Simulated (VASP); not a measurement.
ZrO2 (space group Fm-3m): computed properties

Method: PBEsol GGA, VASP's PBE PAW potentials (set 64) (plane waves; VASP).

```yaml
space_group: Fm-3m (225)
cell: a = b = c = 5.0675 Å, α = β = γ = 90.00°
volume_per_atom: 10.84 Å^3/atom
band gap (over mesh and band path): 3.32 eV
smallest direct gap (over mesh and band path): 3.75 eV
hill_bulk_modulus: 2550 kbar
hill_shear_modulus: 1120 kbar
Poisson's ratio: 0.309
band_edge_character_without_spin_orbit_coupling: indirect, X to Γ
band_gap_with_spin_orbit_coupling: 3.31 eV
density: 6.29 g/cm³
mean ε∞ (DFPT): 5.85
mean ε∞ (independent particles): 5.99
C11: 550 GPa
C12: 107 GPa
C44: 68.0 GPa
```

```
CELL_PARAMETERS angstrom
      0.00000     2.53373     2.53373
      2.53373     0.00000     2.53373
      2.53373     2.53373     0.00000
ATOMIC_POSITIONS crystal
  Zr 0.00000 0.00000 0.00000
  O  0.25000 0.25000 0.25000
  O  0.75000 0.75000 0.75000
```

The structure comes from a computed database's ZrO2 entry (Fm-3m); how it stands against other phases isn't given here. It was relaxed first. Symmetry was kept, so distortions that lower it aren't found.
